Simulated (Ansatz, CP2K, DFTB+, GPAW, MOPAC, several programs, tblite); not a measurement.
**SiS2: cheap methods against density-functional theory**

How much accuracy does each second buy? SiS2 is computed with 11 methods, from the cheapest up to r2SCAN.

Method: no spin polarisation, static lattice; gaps from single points on the cell relaxed beforehand with r²SCAN+rVV10, in MOPAC, DFTB+, tblite, CP2K, Ansatz, GPAW (versions at each run).

## Step 1: The system as given

Symmetry: Ibam, No. 72, orthorhombic system. Conventional cell: a = 5.487 Å, b = 9.636 Å, c = 5.523 Å, α = 90.00°, β = 90.00°, γ = 90.00°. Around Si (site symmetry 222) lie 4 S at 2.13 Å. S (site symmetry m) is surrounded by 2 Si at 2.13 Å.

As a file:

```
CELL_PARAMETERS angstrom
-2.74339 4.81807 2.76165
2.74339 -4.81807 2.76165
2.74339 4.81807 -2.76165
ATOMIC_POSITIONS crystal
Si 0.75000 0.75000 0.00000
Si 0.25000 0.25000 0.00000
S 0.11778 0.21222 0.32999
S 0.88222 0.78778 0.67001
S 0.61778 0.28778 0.90556
S 0.38222 0.71222 0.09444
```

**Question.** The methods are PM6, PM7, GFN1-xTB (DFTB+), GFN1-xTB (tblite), GFN2-xTB (tblite), PBE/DZVP, PBE/SZV, coarse PBE, GLLB-SC, PBE, r2SCAN. What gap does r2SCAN give on this cell, and which other methods (full PBE left aside) come nearest to r2SCAN and farthest in gap?

| quantity | value |
| --- | --- |
| r2SCAN | gap 3.12 eV |
| gap: nearest and farthest of the other methods | GFN2-xTB (tblite) (+0.36 eV), PM6 (+3.70 eV) |

**Reading.** For the gap, of the 9 methods compared (full PBE left aside), GFN2-xTB (tblite) comes nearest to r2SCAN and PM6 is farthest. A minimal basis or a coarse cutoff and mesh shifts results by its own error, so closeness to r2SCAN can be chance. Cluster runs see only the k-points that fold onto the zone centre, so their gaps can miss the band edges. GLLB-SC is compared with its derivative discontinuity added. GFN1-xTB appears twice: with a k mesh in DFTB+ and on a cluster in tblite, with other periodic electrostatics; the gaps differ by 0.08 eV, a measure of how far either can be trusted. No r2SCAN modulus is at hand, so moduli aren't ranked. CPU times run from 3.3 s (coarse PBE) to 79 s (GLLB-SC). On this cell PBE/DZVP, GLLB-SC cost more than r2SCAN itself (21 s), so they are no saving here. r2SCAN is a yardstick, not the truth: it usually gives gaps below the measured ones.
